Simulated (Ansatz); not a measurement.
Runs of Ansatz 0.2.0 on CdSe (Cadmoselite). The structure is hexagonal, space group P6_3mc (No. 186). The conventional cell has a = 4.300 Å, b = 4.300 Å, c = 7.020 Å, α = 90.00°, β = 90.00°, γ = 120.00°. Cd (site symmetry 3m) has 4 Se at 2.61 to 2.70 Å as nearest neighbours. Around Se (site symmetry 3m) lie 4 Cd at 2.61 to 2.70 Å. 

| task | level | potentials or basis | spin | cell | k mesh | cutoff (eV) | points for each segment of the path | gap on the mesh (eV) | pressure (GPa) | V0 of scaled cells (Å³/atom) | relaxed volume (Å³/atom) | B0 (GPa) | largest force (eV/Å) |
| --- | --- | --- | --- | --- | --- | --- | --- | --- | --- | --- | --- | --- | --- |
| equation of state | LDA | PseudoDojo LDA | off | as given | 7 × 7 × 4 | 1388 | - | - | - | 27.20 | - | 58 | - |
| equation of state | PBEsol | Ansatz PAW | SOC, no magnetisation | as given | 7 × 7 × 4 | 420 | - | - | - | 28.17 | - | (b) | - |
| relaxation of cell and atoms | rPW86-PBE+rVV10 | Ansatz PAW | off | relaxed | 7 × 7 × 4 | 420 | - | 0.25 | 0.0 | - | 29.93 | - | - |
| relaxation of cell and atoms | r2SCAN+D4 | Ansatz PAW | off | relaxed | 7 × 7 × 4 | 500 | - | 1.13 | 0.0 | - | (a) | - | - |
| relaxation of cell and atoms | PBE+D4 | Ansatz PAW | off | relaxed | 7 × 7 × 4 | 420 | - | 0.63 | 0.0 | - | 28.58 | - | - |
| band structure | PBE | Ansatz PAW large core | off | as given | 7 × 7 × 4 | 420 | 14 | 0.71 | 3.0 | - | - | - | 0.28 |
| single point | PBE | Ansatz PAW | off | as given | 10 × 10 × 5 | 420 | - | 0.70 | 3.0 | - | - | - | 0.28 |
| equation of state | revPBE+D3(BJ) | Ansatz PAW | off | as given | 7 × 7 × 4 | 420 | - | - | - | 28.30 | - | 50 | - |

Alike in all rows: smearing fermi-dirac 0.05 eV.

Q: Estimate the missing entries.

A: (a) 28.54; (b) 52.

Caveats: odd divisions of the mesh miss points on the zone boundary, where band edges often lie, so the gap on the mesh can be too wide (some runs); the cell was scaled at fixed shape and fractional positions, which overstates the stiffness of a crystal with free parameters, most of all of layers and chains (some runs); the plane-wave basis is chosen anew once the cell has moved, so the energies of steps on either side of that aren't comparable (some runs); the PAW data sets come from PBE, with cores solved anew for the run's functional, which leaves a small shift of forces and pressure (some runs); this set keeps more shells in the core, which shifts pressures and gaps (some runs); the potentials were made for another functional, which shifts forces and pressure (some runs).

A k mesh can miss the band edges, and rows without SOC leave out spin-orbit coupling on Cd, Se.

The runs don't all hold the same shells in valence.
